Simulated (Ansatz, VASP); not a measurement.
Two plane-wave programs on GaN

Contents of INCAR:

```
ALGO = Normal
EDIFF = 1E-6
ENCUT = 520
GGA = PE
ISIF = 2
ISMEAR = 0
LASPH = T
LCHARG = F
LREAL = F
LWAVE = F
NBANDS = 16
NELM = 60
PREC = Accurate
SIGMA = 0.05
```

KPOINTS

```
k-points
0
Gamma
  14 14 14
```

Contents of POSCAR:

```
GaN
1.0
    0.0000000000      2.1920536034      2.1920536034
    2.1920536034      0.0000000000      2.1920536034
    2.1920536034      2.1920536034      0.0000000000
Ga N
1 1
Direct
    0.0000000000      0.0000000000      0.0000000000
    0.5000000000      0.5000000000      0.5000000000
```

Input for Ansatz:

```yaml
crystal:
  lattice:
    - [0.0, 2.1920536034, 2.1920536034]
    - [2.1920536034, 0.0, 2.1920536034]
    - [2.1920536034, 2.1920536034, 0.0]
  atoms:
    - { symbol: Ga, position: [0.0, 0.0, 0.0] }
    - { symbol: "N", position: [0.5, 0.5, 0.5] }
basis:
  ecutwfc: 420
kpoints:
  mp_grid: { grid: [14, 14, 14] }
hamiltonian:
  xc: pbe
scf:
  occupations: { method: gaussian, width: 0.05 }
output:
  forces: true
  stress: true
  eigenvalues: true
```

Alike in both runs: task single point; functional PBE; k mesh 14 × 14 × 14; occupations gaussian, width 0.05 eV; no spin polarisation.

```csv
,VASP,Ansatz
version,VASP 6.6.1,Ansatz 0.2.0
potentials or method,"VASP PAW PBE potentials, release 64 (Ga_d, N)","scalar-relativistic, plane waves, PAW"
plane-wave cutoff (eV),520,420
valence electrons in the cell,18,18
```

|  | VASP | Ansatz | Ansatz less VASP |
| --- | --- | --- | --- |
| gap on the k mesh at the Fermi level (eV) | none | none | - |
| pressure (GPa) | -13.1 | -13.9 | -0.77 |

A gap of «none» marks a metal or a gap that the smearing closes.
